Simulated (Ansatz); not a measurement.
Clean, relaxed (100) surface of TaC, space group Fm-3m (No. 225) (top face towards +c; atoms held fixed, by place in the list: 1, 2, 3, 4):

```yaml
crystal:
  lattice:
    - [3.13930, 0.00000, 0.00000]
    - [0.00000, 3.13930, 0.00000]
    - [0.00000, 0.00000, 23.65947]
  atoms:
    - { symbol: Ta, position: [0.50000, 0.50000, 0.35926] }
    - { symbol: C, position: [0.00000, 0.00000, 0.35926] }
    - { symbol: Ta, position: [0.00000, 0.00000, 0.45309] }
    - { symbol: C, position: [0.50000, 0.50000, 0.45309] }
    - { symbol: Ta, position: [0.50000, 0.50000, 0.54408] }
    - { symbol: C, position: [0.00000, 0.00000, 0.54767] }
    - { symbol: Ta, position: [0.00000, 0.00000, 0.63448] }
    - { symbol: C, position: [0.50000, 0.50000, 0.64199] }
```

These are results of Ansatz 0.2.0, DFT PBEsol, scalar-relativistic, plane waves, PAW, not measurements. Plane waves to 420 eV, a k mesh through Γ of 9×9×1 on the computed 8-atom cell and Gaussian smearing (0.10 eV); no spin polarisation. A dipole correction removes the field between periodic images along c.

The adsorption energy is E(slab + adsorbate) − E(slab) − E(free adsorbate, spin-polarised where open-shell). With the adsorbate the cell is lengthened along c to keep the vacuum.

(1) C (atom) is put at the top (C) at (0.50, 0.50) site, one adsorbate per 9.9 Å². What structure does it relax to?

Each end is the local minimum or symmetric point that its start leads to. The slab is only 6.7 Å thick, so the energies aren't converged with thickness.

For at least one of the starts the bottom face's work function also shifts by over 0.1 eV: the slab is too thin to screen the adsorbate, so the work functions aren't converged with thickness.

## Answers

(1) E_ads = -5.98 eV. Contacts: C–C 1.39 Å, C–Ta 2.44 Å.

```xyz
9
Lattice="3.1393 0.0000 0.0000 0.0000 3.1393 0.0000 0.0000 0.0000 25.6595" Properties=species:S:1:pos:R:3 pbc="T T T"
Ta    1.5697    1.5697    8.5000
C     0.0000    0.0000    8.5000
Ta    0.0000    0.0000   10.7198
C     1.5697    1.5697   10.7198
Ta    1.5697    1.5697   12.9228
C     0.0000    0.0000   13.0136
Ta    0.0000    0.0000   15.3812
C     1.5697    1.5697   14.9935
C     1.5697    1.5697   16.3855
```

Cost: 4 runs of about 20 core-minutes in all, on AMD EPYC 7R43 (Zen 3) (shared hosts).